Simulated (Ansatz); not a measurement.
**SnTe: the cell at several levels of theory**

Cell and atoms of SnTe in the rhombohedral host structure are relaxed in turn with PBE, r2SCAN and PBEsol. This is a trial cell built on a prototype, not taken from a measured structure, and it needn't be the compound's ground state.

Code: Ansatz 0.2.0. PAW datasets, plane waves, zero pressure. No spin polarisation. The prototype was imposed, so other structures may be more stable.

## (1) The structure to begin with

The symmetry is R3m (No. 160, trigonal); conventional cell a = 4.406 Å, c = 11.609 Å, 32.53 Å³ an atom. Around Sn lie 3 Te at 2.96 Å; around Te lie 3 Sn at 2.96 Å.

The structure in full:

```cif
data_structure
_symmetry_space_group_name_H-M 'P 1'
_symmetry_Int_Tables_number 1
_cell_length_a 4.6309
_cell_length_b 4.6309
_cell_length_c 4.6309
_cell_angle_alpha 56.813
_cell_angle_beta 56.813
_cell_angle_gamma 56.813
_cell_volume 65.06
loop_
_atom_site_label
_atom_site_type_symbol
_atom_site_fract_x
_atom_site_fract_y
_atom_site_fract_z
_atom_site_occupancy
Sn1 Sn 0.99222 0.99222 0.99222 1
Te1 Te 0.52878 0.52878 0.52878 1
```

## (2) Relaxation with PBE

Contents of input.yaml:

```yaml
crystal:
  lattice:
    - [2.20302624, 1.27191779, 3.86966621]
    - [-2.20302624, 1.27191779, 3.86966621]
    - [0.0, -2.54383558, 3.86966621]
  atoms:
    - { symbol: Sn, position: [0.99222319, 0.99222319, 0.99222319] }
    - { symbol: Te, position: [0.52877681, 0.52877681, 0.52877681] }
kpoints:
  mp_grid: { grid: [6, 6, 6] }
hamiltonian:
  xc: pbe
scf:
  occupations: { method: fermi_dirac, width: 0.02 }
relax:
  f_tol: 0.005
  cell: {}
```

Launch:

```sh
ansatz run input.yaml --threads 2 --pin off --max-ram 29491MiB --backend cpu --events-out ev --progress --plain --runs-dir out
```

Further steps of the session: Relaxation with r2SCAN; PBEsol: cell and atoms.

What does the calculation give? Wanted: for each run, a; c; volume; space group; SCF geometries.

The runs gave:

```
 level  a (Å)   c (Å)  volume (Å³/atom)  space group  SCF geometries
   PBE  4.520  11.316            33.376          R3m               7
r2SCAN  4.490  11.378            33.106          R3m               6
PBEsol  4.443  10.943            31.176          R3m               8
```

The first relaxation changed the volume by +2.6 % from the start. PBEsol gives the smallest cell and PBE the largest; they differ by 7.1 % in volume, a mean of 2.3 % in length.
